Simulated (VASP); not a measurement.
# BN in VASP 6.6.1, single-point calculation

INCAR

```
ISIF = 2
NELM = 89
IBRION = -1
LASPH = .TRUE.
NBANDS = 5
ENCUT = 520
PREC = Accurate
EDIFF = 1E-7
GGA = PE
ISYM = -1
SIGMA = 0.02
LREAL = .FALSE.
ISMEAR = -1
LWAVE = .FALSE.
NSW = 0
LCHARG = .FALSE.
```

KPOINTS

```
KPOINTS created by Atomic Simulation Environment
0
Gamma
4 4 4
0 0 0
```

POSCAR

```
B  N
 1.0000000000000000
     1.1849926442000001    0.7217594916000000    3.2533303712000001
    -1.1849926442000001    0.7217594916000000    3.2533303712000001
     0.0000000000000000   -1.4435189832999999    3.2533303712000001
 B   N
   1   1
Cartesian
  0.0000000000000000  0.0093137549852812  9.7568277416534404
  0.0000000000000000 -0.0093137551185246  3.2477064978139460
```

The recommended PBE PAW datasets give the neutral cell 8 valence electrons.

Command

```
mpirun -np 1 vasp_std
```

**Question.** How does this run end, and what does it give?

**Answer.** It converged. Results: gap between bands v and c on the k mesh 4.44 eV; least direct gap on the k mesh 5.62 eV; pressure 27.3 GPa; largest force 0.06 eV/Å. Band v is the last that the valence electrons fill when counted band by band, and c is the next.

OSZICAR

```
N       E                     dE             d eps       ncg     rms          rms(c)
DAV:   1     0.363558085945E+02    0.36356E+02   -0.48317E+03   640   0.154E+03
DAV:   2    -0.183652028977E+02   -0.54721E+02   -0.52178E+02   965   0.280E+02
DAV:   3    -0.194533954929E+02   -0.10882E+01   -0.10882E+01   750   0.581E+01
DAV:   4    -0.194607686753E+02   -0.73732E-02   -0.73732E-02   970   0.392E+00
DAV:   5    -0.194607859505E+02   -0.17275E-04   -0.17275E-04   815   0.144E-01    0.855E+00
DAV:   6    -0.176257403435E+02    0.18350E+01   -0.65641E+00   710   0.291E+01    0.403E+00
DAV:   7    -0.174139712012E+02    0.21177E+00   -0.29890E-01   745   0.710E+00    0.230E+00
DAV:   8    -0.173696894455E+02    0.44282E-01   -0.15291E-01   765   0.481E+00    0.310E-01
DAV:   9    -0.173703592895E+02   -0.66984E-03   -0.19309E-03   715   0.725E-01    0.110E-01
DAV:  10    -0.173706428091E+02   -0.28352E-03   -0.29664E-04   810   0.272E-01    0.322E-02
DAV:  11    -0.173706638876E+02   -0.21078E-04   -0.15230E-05   800   0.581E-02    0.109E-02
DAV:  12    -0.173706670637E+02   -0.31761E-05   -0.30815E-06   810   0.249E-02    0.140E-03
DAV:  13    -0.173706671438E+02   -0.80102E-07   -0.16157E-07   845   0.602E-03
   1 F= -.17370667E+02 E0= -.17370667E+02  d E =-.446082E-12
```

These settings aren't sound, so the numbers aren't properties of the crystal.

On sound settings PBE gives a gap of 3.98 eV on its mesh and a pressure of 27.5 GPa for the intended cell.
